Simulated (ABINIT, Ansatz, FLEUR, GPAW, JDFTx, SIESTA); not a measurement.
# Sn: 7 runs at one level of theory

```
Sn
1.0
     0.00000    3.23334    3.23334
     3.23334    0.00000    3.23334
     3.23334    3.23334    0.00000
Sn
2
Direct
  0.75132 0.75902 0.76259
  0.49467 0.50900 0.50001
```

This isn't the form of Sn at room conditions, which is tetragonal (white tin).

Atoms were shifted at random by some hundredths of an Å from the given cell, which wasn't relaxed again for these runs.

Alike in all runs: task single point; functional PBEsol; k mesh 7 × 7 × 7; occupations fermi-dirac, width 0.05 eV; no spin polarisation; no spin-orbit coupling. Pressure is positive in compression and, in plane waves, holds the error of the finite cutoff, which Ansatz's Pulay term estimates and takes out.

```tsv
program and potentials	plane-wave cutoff (eV)	notes	pressure (GPa)	largest force (eV/Å)	energy over the undisturbed cell (meV/atom)
Ansatz, Ansatz PAW	420	potentials made for PBE, which Ansatz adapts in part; Pulay term of +0.03 GPa included	1.68	0.556	11.34
JDFTx, PseudoDojo-SR-PBEsol-0.4.1-standard with smoothed tails	980	-	1.79	0.561	11.45
Ansatz, all-electron LAPW, scalar-relativistic	-	-	1.68	0.556	-
GPAW, PAW data sets generated for this functional	600	-	1.40	0.555	11.30
FLEUR, all-electron, FLAPW	-	-	-	0.557	11.36
ABINIT, PseudoDojo NC SR PBEsol v0.4.1 standard	980	-	1.79	0.561	11.44
SIESTA, files PseudoDojo sr-pbesol-0.4.1-standard, DZP (energy shift 0.003 Ry; two zetas on semicore shells)	-	atomic basis	2.04	0.593	12.00
```

Force on atom 1 (Sn), eV/Å:

| program and potentials | x | y | z |
| --- | --- | --- | --- |
| Ansatz, Ansatz PAW | -0.289 | -0.461 | -0.117 |
| JDFTx, PseudoDojo-SR-PBEsol-0.4.1-standard with smoothed tails | -0.292 | -0.465 | -0.118 |
| Ansatz, all-electron LAPW, scalar-relativistic | -0.289 | -0.460 | -0.117 |
| GPAW, PAW data sets generated for this functional | -0.288 | -0.460 | -0.116 |
| FLEUR, all-electron, FLAPW | -0.289 | -0.461 | -0.117 |
| ABINIT, PseudoDojo NC SR PBEsol v0.4.1 standard | -0.292 | -0.465 | -0.118 |
| SIESTA, files PseudoDojo sr-pbesol-0.4.1-standard, DZP (energy shift 0.003 Ry; two zetas on semicore shells) | -0.308 | -0.493 | -0.122 |

The pressure spans 1.40 (GPAW, PAW data sets generated for this functional) to 2.04 GPa (SIESTA, files PseudoDojo sr-pbesol-0.4.1-standard, DZP (energy shift 0.003 Ry; two zetas on semicore shells)), with all-electron results at 1.68. Rows in atomic bases carry the error of their basis and grid, which can be large.

Differences between rows come from potentials, basis sets and numerical settings, since the functional is the same but for its coding. Runs on potential files found faulty are left out.
